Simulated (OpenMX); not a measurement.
**Al in OpenMX: the effect of volume scale**

Crystal: Al.

```
Al
1.0
     0.00000    1.94034    1.94034
     1.94034    0.00000    1.94034
     1.94034    1.94034    0.00000
Al
1
Direct
  0.00000 0.00000 0.00000
```

Alike in all runs:

```yaml
Program: OpenMX 3.8.5
Task: single point
Functional: PBE
Potentials_or_basis: OpenMX 2013 PBE set, Al7.0-s2p2d1, grid cutoff 300 Ry
k_mesh: 9 × 9 × 9
Occupations: fermi-dirac, width 0.05 eV
Spin: no spin polarisation
```

Task: One run gave: pressure -4.2 GPa. Which volume scale did it use?
A. 1
B. 1.04
C. 0.88
D. 0.92
E. 1.08

Result: B.

```tsv
volume scale	pressure (GPa)
0.88	10.6
0.92	5.6
0.96	1.7
1	-1.6
1.04	-4.2
1.08	-6.2
```

Caveats: the basis of atomic orbitals isn't converged, which shifts pressures, moduli and gaps.
